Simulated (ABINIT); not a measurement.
# TiB2 (P6/mmm) in ABINIT: equation of state

How stiff is TiB2 in PBEsol, and what volume does it want? The cell is scaled to several volumes.

Program: ABINIT 10.8.3 (patched build). These are calculated values, not measurements. Logs are shortened: lines on timing, memory, paths and dates and some standing lists are left out, and cuts for length are marked. The log counts tension as positive stress, the text compression.

## 1. The structure

It takes space group P6/mmm (No. 191, hexagonal). The conventional cell has a = 3.029 Å, b = 3.029 Å, c = 3.228 Å, α = 90.00°, β = 90.00°, γ = 120.00°. Ti (site symmetry 6/mmm) is surrounded by 12 B at 2.38 Å. Around B (site symmetry -6m2) lie 3 B at 1.75 Å.

## 2. Equation of state, PBEsol

File run.abi:

```
ndtset 7
getwfk -1
scalecart1 3*0.9795861087
scalecart2 3*0.9864848297
scalecart3 3*0.9932883884
scalecart4 3*1.0000000000
scalecart5 3*1.0066227096
scalecart6 3*1.0131594038
scalecart7 3*1.0196128224

pp_dirpath "./"
pseudos "Ti.upf, B.upf"

acell 3*1.0
rprim
     5.7243583767     0.0000000000     0.0000000000
    -2.8621791884     4.9574397745     0.0000000000
     0.0000000000     0.0000000000     6.1007918207
ntypat 2
znucl 22 5
natom 3
typat 1 2 2
xred
     0.0000000000     0.0000000000     0.0000000000
     0.6666666667     0.3333333333     0.5000000000
     0.3333333333     0.6666666667     0.5000000000

ecut 42.0

kptopt 1
ngkpt 10 10 8
nshiftk 1
shiftk 0.0 0.0 0.0

ixc -116133

nband 13
occopt 3
tsmear 0.00183747

nstep 100
tolvrs 1.0e-10

iomode 3
prtwf 1
prtden 0
prteig 0
prtebands 0
enunit 2
```

Potentials or basis: PseudoDojo NC SR PBEsol v0.4.1 standard.

On the command line:

```
> abinit run.abi > log 2>&1
```

run.abo:

```text
.Version 10.8.3 of ABINIT
 DATASET    1 : space group P6/m m m (#191); Bravais hP (primitive hexag.)
================================================================================
 Values of the parameters that define the memory need for DATASET  1.
     intxc =       0    ionmov =       0      iscf =       7    lmnmax =       6
     lnmax =       6     mgfft =      36  mpssoang =       3    mqgrid =    3001
     natom =       3  nloc_mem =       1    nspden =       1   nspinor =       1
    nsppol =       1      nsym =      24    n1xccc =    2501    ntypat =       2
    occopt =       3   xclevel =       2
       mpw =        2132          nfft =       46656          nkpt =          70
================================================================================
================================================================================
[... 61 lines left out ...]
 DATASET    7 : space group P6/m m m (#191); Bravais hP (primitive hexag.)
================================================================================
 Values of the parameters that define the memory need for DATASET  7.
     intxc =       0    ionmov =       0      iscf =       7    lmnmax =       6
     lnmax =       6     mgfft =      40  mpssoang =       3    mqgrid =    3001
     natom =       3  nloc_mem =       1    nspden =       1   nspinor =       1
    nsppol =       1      nsym =      24    n1xccc =    2501    ntypat =       2
    occopt =       3   xclevel =       2
       mpw =        2418          nfft =       51840          nkpt =          70
================================================================================
================================================================================

--------------------------------------------------------------------------------
------------- Echo of variables that govern the present computation ------------
--------------------------------------------------------------------------------
 -outvars: echo values of preprocessed input variables --------
            acell      1.0000000000E+00  1.0000000000E+00  1.0000000000E+00 Bohr
              amu      4.78800000E+01  1.08110000E+01
             ecut      4.20000000E+01 Hartree
           enunit           2
           getwfk          -1
                       outvar_i_n : Printing only first  50 k-points.
              ixc     -116133
           jdtset        1    2    3    4    5    6    7
                       outvar_i_n : Printing only first  50 k-points.
         kptrlatt       10    0    0      0   10    0      0    0    8
          kptrlen1     4.78100074E+01
          kptrlen2     4.81467086E+01
          kptrlen3     4.84787654E+01
          kptrlen4     4.88063346E+01
          kptrlen5     4.91295647E+01
          kptrlen6     4.94485968E+01
          kptrlen7     4.97635645E+01
            natom           3
            nband          13
           ndtset           7
            ngfft1         36      36      36
            ngfft2         36      36      36
            ngfft3         36      36      36
            ngfft4         36      36      36
            ngfft5         36      36      36
            ngfft6         36      36      40
            ngfft7         36      36      40
             nkpt          70
            nstep         100
             nsym          24
           ntypat           2
                       prtocc : prtvol=0, do not print more k-points.
           occopt           3
           prtden           0
        prtebands           0
           prteig           0
            rprim1     5.6075019470E+00  0.0000000000E+00  0.0000000000E+00
                      -2.8037509736E+00  4.8562391378E+00  0.0000000000E+00
                       0.0000000000E+00  0.0000000000E+00  5.9762509196E+00
            rprim2     5.6469926984E+00  0.0000000000E+00  0.0000000000E+00
                      -2.8234963492E+00  4.8904391317E+00  0.0000000000E+00
                       0.0000000000E+00  0.0000000000E+00  6.0183385803E+00
            rprim3     5.6859387066E+00  0.0000000000E+00  0.0000000000E+00
                      -2.8429693534E+00  4.9241673642E+00  0.0000000000E+00
                       0.0000000000E+00  0.0000000000E+00  6.0598456755E+00
            rprim4     5.7243583767E+00  0.0000000000E+00  0.0000000000E+00
                      -2.8621791884E+00  4.9574397745E+00  0.0000000000E+00
                       0.0000000000E+00  0.0000000000E+00  6.1007918207E+00
            rprim5     5.7622691399E+00  0.0000000000E+00  0.0000000000E+00
                      -2.8811345700E+00  4.9902714585E+00  0.0000000000E+00
                       0.0000000000E+00  0.0000000000E+00  6.1411955933E+00
            rprim6     5.7996875201E+00  0.0000000000E+00  0.0000000000E+00
                      -2.8998437601E+00  5.0226767263E+00  0.0000000000E+00
                       0.0000000000E+00  0.0000000000E+00  6.1810746038E+00
            rprim7     5.8366292009E+00  0.0000000000E+00  0.0000000000E+00
                      -2.9183146005E+00  5.0546691604E+00  0.0000000000E+00
                       0.0000000000E+00  0.0000000000E+00  6.2204455672E+00
          spgroup         191
           tolvrs      1.00000000E-10
           tsmear      1.83747000E-03 Hartree
            typat      1  2  2
                       outvars : Printing only first  50 k-points.
           xangst1     0.0000000000E+00  0.0000000000E+00  0.0000000000E+00
                       1.4836811192E+00  8.5660369356E-01  1.5812478956E+00
                      -1.7279172430E-11  1.7132073871E+00  1.5812478956E+00
           xangst2     0.0000000000E+00  0.0000000000E+00  0.0000000000E+00
                       1.4941299220E+00  8.6263631268E-01  1.5923838110E+00
                      -1.7400984450E-11  1.7252726254E+00  1.5923838110E+00
           xangst3     0.0000000000E+00  0.0000000000E+00  0.0000000000E+00
                       1.5044345920E+00  8.6858571668E-01  1.6033661155E+00
                      -1.7520994751E-11  1.7371714334E+00  1.6033661155E+00
           xangst4     0.0000000000E+00  0.0000000000E+00  0.0000000000E+00
                       1.5145999990E+00  8.7445471710E-01  1.6141999989E+00
                      -1.7639113514E-11  1.7489094342E+00  1.6141999989E+00
           xangst5     0.0000000000E+00  0.0000000000E+00  0.0000000000E+00
                       1.5246307549E+00  8.8024597675E-01  1.6248903767E+00
                      -1.7755989272E-11  1.7604919535E+00  1.6248903767E+00
           xangst6     0.0000000000E+00  0.0000000000E+00  0.0000000000E+00
                       1.5345312319E+00  8.8596201983E-01  1.6354419085E+00
[... 10 lines left out ...]
            xcart3     0.0000000000E+00  0.0000000000E+00  0.0000000000E+00
                       2.8429693533E+00  1.6413891214E+00  3.0299228378E+00
                      -3.3109881532E-11  3.2827782428E+00  3.0299228378E+00
            xcart4     0.0000000000E+00  0.0000000000E+00  0.0000000000E+00
                       2.8621791883E+00  1.6524799248E+00  3.0503959103E+00
                      -3.3333093645E-11  3.3049598497E+00  3.0503959103E+00
            xcart5     0.0000000000E+00  0.0000000000E+00  0.0000000000E+00
                       2.8811345699E+00  1.6634238195E+00  3.0705977966E+00
                      -3.3553956818E-11  3.3268476390E+00  3.0705977966E+00
            xcart6     0.0000000000E+00  0.0000000000E+00  0.0000000000E+00
                       2.8998437600E+00  1.6742255754E+00  3.0905373019E+00
                      -3.3771737218E-11  3.3484511509E+00  3.0905373019E+00
            xcart7     0.0000000000E+00  0.0000000000E+00  0.0000000000E+00
                       2.9183146004E+00  1.6848897201E+00  3.1102227836E+00
                      -3.3986727257E-11  3.3697794402E+00  3.1102227836E+00
             xred      0.0000000000E+00  0.0000000000E+00  0.0000000000E+00
                       6.6666666667E-01  3.3333333333E-01  5.0000000000E-01
                       3.3333333333E-01  6.6666666667E-01  5.0000000000E-01
            znucl       22.00000    5.00000

================================================================================

 chkinp: Checking input parameters for consistency, jdtset=   1.

 chkinp: Checking input parameters for consistency, jdtset=   2.
[... 29 lines left out ...]
 getcut: wavevector=  0.0000  0.0000  0.0000  ngfft=  36  36  36
         ecut(hartree)=     42.000   => boxcut(ratio)=   2.06483

--- Pseudopotential description ------------------------------------------------
- pspini: atom type   1  psp file is ./Ti.upf
12 -116133 2 -1 1586                          pspcod,pspxc,lmax,lloc,mmax
     nproj     2     2     2

- pspini: atom type   2  psp file is ./B.upf
12 -116133 1 -1 1534                          pspcod,pspxc,lmax,lloc,mmax
     nproj     2     2     0

   3.81101256E+02                                ecore*ucvol(ha*bohr**3)
--------------------------------------------------------------------------------

================================================================================

--- !BeginCycle
iteration_state: {dtset: 1, }
solver: {iscf: 7, nstep: 100, nline: 4, wfoptalg: 0, }
tolerances: {tolvrs: 1.00E-10, }
...
[... 1119 lines left out ...]
-Cartesian components of stress tensor (GPa)         [Pressure= -1.7591E+01 GPa]
- sigma(1 1)=  1.78363332E+01  sigma(3 2)=  0.00000000E+00
- sigma(2 2)=  1.78363332E+01  sigma(3 1)=  0.00000000E+00
- sigma(3 3)=  1.71005535E+01  sigma(2 1)=  3.53760814E-09

== END DATASET(S) ==============================================================
================================================================================

 -outvars: echo values of variables after computation  --------
            acell      1.0000000000E+00  1.0000000000E+00  1.0000000000E+00 Bohr
           etotal1    -6.5296885143E+01
           etotal2    -6.5297997079E+01
           etotal3    -6.5298396247E+01
           etotal4    -6.5298149599E+01
           etotal5    -6.5297317567E+01
           etotal6    -6.5295954950E+01
           etotal7    -6.5294111211E+01
            fcart1    -0.0000000000E+00 -0.0000000000E+00 -0.0000000000E+00
                       4.8018623062E-29  2.7723564952E-29 -0.0000000000E+00
                      -4.8018623062E-29 -2.7723564952E-29 -0.0000000000E+00
            fcart2    -1.5894272503E-29 -9.1765625086E-30 -0.0000000000E+00
                       5.5629953761E-29  3.0741484403E-28 -0.0000000000E+00
                      -3.9735681258E-29 -2.9823828153E-28 -0.0000000000E+00
            fcart3     1.5785404206E-29 -2.7341122102E-29 -0.0000000000E+00
                      -5.5248914719E-29 -1.2303504946E-28 -0.0000000000E+00
                       3.9463510514E-29  1.5037617156E-28 -0.0000000000E+00
            fcart4    -0.0000000000E+00  1.8105079407E-29 -0.0000000000E+00
[... 52 lines left out ...]
           xangst3     0.0000000000E+00  0.0000000000E+00  0.0000000000E+00
                       1.5044345920E+00  8.6858571668E-01  1.6033661155E+00
                      -1.7520994751E-11  1.7371714334E+00  1.6033661155E+00
           xangst4     0.0000000000E+00  0.0000000000E+00  0.0000000000E+00
                       1.5145999990E+00  8.7445471710E-01  1.6141999989E+00
                      -1.7639113514E-11  1.7489094342E+00  1.6141999989E+00
           xangst5     0.0000000000E+00  0.0000000000E+00  0.0000000000E+00
                       1.5246307549E+00  8.8024597675E-01  1.6248903767E+00
                      -1.7755989272E-11  1.7604919535E+00  1.6248903767E+00
           xangst6     0.0000000000E+00  0.0000000000E+00  0.0000000000E+00
                       1.5345312319E+00  8.8596201983E-01  1.6354419085E+00
                      -1.7871233696E-11  1.7719240397E+00  1.6354419085E+00
           xangst7     0.0000000000E+00  0.0000000000E+00  0.0000000000E+00
                       1.5443055797E+00  8.9160524217E-01  1.6458590168E+00
                      -1.7985001525E-11  1.7832104843E+00  1.6458590168E+00
             xred      0.0000000000E+00  0.0000000000E+00  0.0000000000E+00
                       6.6666666667E-01  3.3333333333E-01  5.0000000000E-01
                       3.3333333333E-01  6.6666666667E-01  5.0000000000E-01
 Calculation completed.
```

Wall time 7 min (1 thread of Arm Neoverse V1, shared host); peak memory 0.12 GiB.

What came out:

```
Equilibrium volume                        : 8.40 Å³/atom
Bulk modulus at fixed shape and positions : 267 GPa
Pressure derivative of the bulk modulus   : 3.8
```

Energy against volume, from the lowest point:
```csv
volume (Å³/atom),energy (meV/atom)
8.039,13.71
8.210,3.62
8.381,0.00
8.552,2.24
8.723,9.78
8.894,22.14
9.065,38.87
```

Caveat: pressures at fixed basis lie under the slope of the energies; the cell was scaled at fixed shape and fractional positions, which overstates the stiffness of a crystal with free parameters, most of all of layers and chains.
